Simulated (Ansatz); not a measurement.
Crystal: Pb.

```
CELL_PARAMETERS angstrom
-1.97966 1.97966 1.97966
1.97966 -1.97966 1.97966
1.97966 1.97966 -1.97966
ATOMIC_POSITIONS crystal
Pb 0.00000 0.00000 0.00000
```

This isn't the form of Pb at room conditions, which is fcc.

Base run:

- Program: Ansatz 0.2.0
- Functional: PBE
- Potentials or basis: Ansatz PAW
- Cutoff: 420 eV (not typed: the program's choice for these potentials)
- k mesh: 9 × 9 × 9
- Occupations: fermi-dirac, width 0.05 eV
- Spin: no spin polarisation

Its results: band gap on the k mesh none (metal or under the smearing width); pressure 0.8 GPa.

**Question.** After a change of settings the same cell gave: band gap on the k mesh none (metal or under the smearing width); pressure 2.3 GPa. Which change was it?
A. occupations from fermi-dirac, width 0.05 eV to gaussian, width 0.011 eV
B. functional from PBE to LDA
C. k mesh from 9 × 9 × 9 to 7 × 7 × 7; spin from no spin polarisation to spin-orbit coupling, no magnetisation; potential files from those of the base run to others of the same set
D. functional from PBE to RPBE

**Answer.** D.

RPBE binds less tightly than PBE, so the same cell stands under more pressure.

Caveats: spin-orbit coupling is left out, which moves the levels of the heavy elements; the PAW data sets come from PBE, with cores solved anew for the run's functional, which leaves a small shift of forces and pressure (some runs).
